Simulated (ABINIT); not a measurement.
Crystal: Zn.

```
Zn
1.0
     2.67000    0.00000    0.00000
    -1.33500    2.31229    0.00000
     0.00000    0.00000    4.96600
Zn
2
Direct
  0.66667 0.33333 0.75000
  0.33333 0.66667 0.25000
```

Program: ABINIT 10.8.3 (patched build). Alike in all runs: task single point; potentials or basis JTH PAW PBE v2.0; no spin polarisation; cell as given; k mesh 11 × 11 × 6; cutoff (eV) 707; smearing fermi-dirac 0.05 eV.

Q: Order these runs on this cell by their pressure, lowest first.
A. level RPBE
B. level BLYP
C. level LDA
D. level PBE

A: C (-9.2 GPa), D (-0.7 GPa), A (2.4 GPa), B (5.2 GPa).

Caveats: the PAW data sets were made with another functional, which shifts forces and pressure a little (some runs).

Not every run made on this cell is shown here.
